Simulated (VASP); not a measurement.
Input of a VASP 6.6.1 run:

INCAR

```
SYSTEM = Pb
PREC     = Accurate       ! precision mode
ENCUT    = 520            ! plane-wave cutoff, eV
EDIFF    = 1E-6           ! SCF threshold, eV
ISMEAR   = -1             ! smearing method
SIGMA    = 0.05           ! smearing width, eV
LREAL    = .FALSE.        ! projectors in reciprocal space
LASPH    = .TRUE.         ! aspherical terms in the spheres
NELM     = 80             ! most SCF steps
ALGO     = Normal         ! electronic algorithm
ISIF     = 2              ! what is computed and relaxed
LWAVE    = .FALSE.        ! write WAVECAR
LCHARG   = .TRUE.         ! write CHGCAR
METAGGA  = R2SCAN         ! meta-GGA
LMIXTAU  = .TRUE.       
LELF     = .TRUE.         ! ELF
LVHAR    = .TRUE.
```

File KPOINTS:

```
Automatic mesh
0
G
  9 9 9
  0 0 0
```

File POSCAR:

```
Pb
1.0
   -1.9796595667      1.9796595667      1.9796595667
    1.9796595667     -1.9796595667      1.9796595667
    1.9796595667      1.9796595667     -1.9796595667
Pb
1
Direct
    0.0000000000      0.0000000000      0.0000000000
```

Potentials or basis: VASP PAW PBE potentials, release 64 (Pb_d).

Command:

```sh
$ cat potpaw_PBE.64/Pb_d/POTCAR > POTCAR
$ mpirun -np 1 vasp_std > vasp.out
```

(1) What does it give for the pressure?

(2) What does it give for the band gap on the k mesh?

Results:

(1) -0.5 GPa.

(2) none (metal or under the smearing width).

Caveat: the PAW data sets were made with another functional, which shifts forces and pressure a little.
